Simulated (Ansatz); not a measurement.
# GaAs: the cost of one run

Method: reference: DFT, HSE06, plane waves, PAW, in Ansatz 0.2.0.

1 further run of the same task is left out (it didn't finish).

### Step 1. Starting point

It takes space group F-43m (No. 216, cubic). Conventional cell: a = 5.666 Å, b = 5.666 Å, c = 5.666 Å, α = 90.00°, β = 90.00°, γ = 90.00°. Ga (site symmetry -43m) has 4 As at 2.45 Å as nearest neighbours. As (site symmetry -43m) is surrounded by 4 Ga at 2.45 Å.

Structure file:

```cif
data_structure
_symmetry_space_group_name_H-M 'P 1'
_symmetry_Int_Tables_number 1
_cell_length_a 4.0066
_cell_length_b 4.0066
_cell_length_c 4.0066
_cell_angle_alpha 60.000
_cell_angle_beta 60.000
_cell_angle_gamma 60.000
_cell_volume 45.48
loop_
_atom_site_label
_atom_site_type_symbol
_atom_site_fract_x
_atom_site_fract_y
_atom_site_fract_z
_atom_site_occupancy
Ga1 Ga 0.00000 0.00000 0.00000 1
As1 As 0.25000 0.25000 0.25000 1
```

### Step 2. Baseline

The input, input.yaml:

```yaml
crystal:
  lattice:
    - [0.0, 2.833083191, 2.833083191]
    - [2.833083191, 0.0, 2.833083191]
    - [2.833083191, 2.833083191, 0.0]
  atoms:
    - { symbol: Ga, position: [0.0, 0.0, 0.0] }
    - { symbol: As, position: [0.25, 0.25, 0.25] }
kpoints:
  mp_grid: { grid: [4, 4, 4] }
hamiltonian:
  xc: hse06
scf:
  occupations: { method: fixed }
  n_extra_bands: 4
output:
  forces: true
  stress: true
  eigenvalues: true
  write_density: true
  write_potential: true
  elf: true
  volumetric_format: npy
```

Run with:

```sh
> ansatz run input.yaml --threads 4 --pin off --max-ram 3686MiB --backend cpu --events-out ev --progress --plain --runs-dir out
```

What time and memory should one allow on 4 threads of Arm Neoverse N1, shared host?

About 10 s, with a peak of 0.71 GiB.
